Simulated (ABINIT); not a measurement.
Write the native input for ABINIT 10.8.3 (patched build) that does the following.

- Task: band structure
- Functional: PBEsol
- Potentials or basis: PseudoDojo NC SR PBEsol v0.4 stringent
- Cutoff: 1197 eV
- k mesh: 9 × 9 × 9
- Occupations: fermi-dirac, width 0.05 eV
- Spin: no spin polarisation

Crystal: Bi.

```xyz
1
Lattice="-1.9814 1.9814 1.9814 1.9814 -1.9814 1.9814 1.9814 1.9814 -1.9814" Properties=species:S:1:pos:R:3 pbc="T T T"
Bi    0.0000    0.0000    0.0000
```

This isn't the form of Bi at room conditions, which is rhombohedral.

These files were run (other wordings do the same):

run.abi

```
ndtset 2

pp_dirpath "./"
pseudos "Bi.upf"

acell 3*1.0 Angstrom
rprim
    -1.9814305318     1.9814305318     1.9814305318
     1.9814305318    -1.9814305318     1.9814305318
     1.9814305318     1.9814305318    -1.9814305318
ntypat 1
znucl 83
natom 1
typat 1
xred
     0.0000000000     0.0000000000     0.0000000000

ecut 1197.300995 eV

ixc -116133

occopt 3
tsmear 0.00183747

nstep 100

iomode 3
prtwf 0
prteig 0
prtebands 0
enunit 1
prtden1 1
prtvha1 1
prtvclmb1 1
prtpot1 1
prtelf1 1

kptopt1 1
ngkpt1 9 9 9
nshiftk1 1
shiftk1 0.0 0.0 0.0
nband1 16
tolvrs1 1.0e-10

iscf2 -2
getden2 1
nband2 20
nbdbuf2 2
tolwfr2 1.0e-12
kptopt2 -5
ndivsm2 8
prteig2 1
kptbounds2
     0.0000000000     0.0000000000     0.0000000000
     0.5000000000    -0.5000000000     0.5000000000
     0.0000000000     0.0000000000     0.5000000000
     0.0000000000     0.0000000000     0.0000000000
     0.2500000000     0.2500000000     0.2500000000
     0.5000000000    -0.5000000000     0.5000000000
```

Potentials or basis: PseudoDojo NC SR PBEsol v0.4 stringent.

Launch:

```sh
$ abinit run.abi > log 2>&1
```

It gave:

- Pressure: -2.0 GPa
- Band gap on the k mesh: none (metal or under the smearing width)
- Valence electrons inside the program's atomic spheres: Bi 18.67 (radii [1.0584] Å)

Caveat: spin-orbit coupling is left out, which moves the levels of the heavy elements.

It took 82 s on 1 thread of Arm Neoverse V1, with other jobs on the host, peak memory 0.12 GiB.
